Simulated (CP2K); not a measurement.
TiO2 (Anatase):

```
Ti O
1.0
     5.45820    0.00000    0.00000
     2.83460    4.66444    0.00000
    -4.14640   -2.33222    2.67583
Ti O
2 4
Direct
  0.75000 0.25000 0.50000
  0.00000 0.00000 0.00000
  0.79190 0.79190 0.00000
  0.54190 0.04190 0.50000
  0.95810 0.45810 0.50000
  0.20810 0.20810 0.00000
```

Program: CP2K 2026.2. Alike in all runs: task band structure; no spin polarisation; cell as given; k mesh 10 × 10 × 10.

Task: Order these runs on this cell by their pressure, lowest first.
A. level LDA; potentials or basis GTH_POTENTIALS Ti GTH-PADE-q12, O GTH-PADE-q6; TZVP-MOLOPT-PBE-GTH basis; smearing fermi-dirac 0.05 eV; EPS_DEFAULT 1.0E-10; NGRIDS 5; points a segment of the path (NPOINTS) 8; bands added on the path 2
B. level PBEsol; potentials or basis POTENTIAL_UZH Ti GTH-PBE-q12, O GTH-PBE-q6; TZVP-MOLOPT-PBE-GTH basis; smearing fermi-dirac 0.0259 eV; EPS_DEFAULT 1.0E-10; NGRIDS 4; points a segment of the path (NPOINTS) 6; bands added on the path 4
C. level PBE; potentials or basis POTENTIAL_UZH Ti GTH-PBE-q12, O GTH-PBE-q6; TZVP-MOLOPT-PBE-GTH basis; smearing fermi-dirac 0.05 eV; EPS_DEFAULT 1.0E-9; NGRIDS 5; points a segment of the path (NPOINTS) 10; bands added on the path 2

Result: A (-6.5 GPa), B (0.4 GPa), C (6.0 GPa).

Caveats: the basis of atomic orbitals isn't converged, which shifts pressures, moduli and gaps; the potentials were made for another functional, which shifts forces and pressure (some runs).
